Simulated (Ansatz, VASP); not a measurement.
# Two plane-wave programs on Hg

File INCAR:

```
SYSTEM = Hg
PREC = Accurate ; ENCUT = 520
EDIFF = 1E-7 ; ISMEAR = 0
SIGMA = 0.15 ; LREAL = .False.
LASPH = .True. ; NELM = 100
ALGO = Fast ; ISIF = 2
LWAVE = .False. ; LCHARG = .True.
GGA = PE ; IVDW = 12
LELF = .True. ; LVHAR = .True.
NBANDS = 12
```

Contents of KPOINTS:

```
regular mesh
0
Gamma
  18 18 18
  0 0 0
```

File POSCAR:

```
Hg
1.0
   -2.0696950000      2.0696950000      1.8022580000
    2.0696950000     -2.0696950000      1.8022580000
    2.0696950000      2.0696950000     -1.8022580000
Hg
1
Direct
    0.0000000000      0.0000000000      0.0000000000
```

Input for Ansatz:

```yaml
crystal:
  lattice:
    - [-2.069695, 2.069695, 1.802258]
    - [2.069695, -2.069695, 1.802258]
    - [2.069695, 2.069695, -1.802258]
  atoms:
    - { symbol: Hg, position: [0.0, 0.0, 0.0] }
basis:
  ecutwfc: 420
kpoints:
  mp_grid: { grid: [18, 18, 18] }
hamiltonian:
  xc: pbe
  dispersion: d3bj
scf:
  occupations: { method: gaussian, width: 0.15 }
output:
  forces: true
  stress: true
  eigenvalues: true
```

Alike in both runs: task single point; functional PBE; dispersion D3(BJ); k mesh 18 × 18 × 18; occupations gaussian, width 0.15 eV; no spin polarisation.

|  | VASP | Ansatz |
| --- | --- | --- |
| version | VASP 6.6.1 | Ansatz 0.2.0 |
| potentials or method | VASP PAW PBE potentials, release 64 (Hg) | scalar-relativistic, plane waves, PAW |
| plane-wave cutoff (eV) | 520 | 420 |
| valence electrons in the cell | 12 | 20 |

Ansatz gave:

```
gap on the k mesh at the Fermi level (eV)       : none
pressure (GPa)                                  : -2.0
largest component of the traceless stress (GPa) : 0.25
```

Problem. Which values does VASP return?

Solution. gap on the k mesh at the Fermi level (eV): none; pressure (GPa): -2.0; largest component of the traceless stress (GPa): 0.26.

A gap of «none» marks a metal or a gap that the smearing closes. The two sets of potentials don't hold the same shells in valence.

Caveats: pairwise dispersion overbinds metals, which lowers pressure and volume. Spin-orbit coupling is left out, which matters for the levels of Hg.
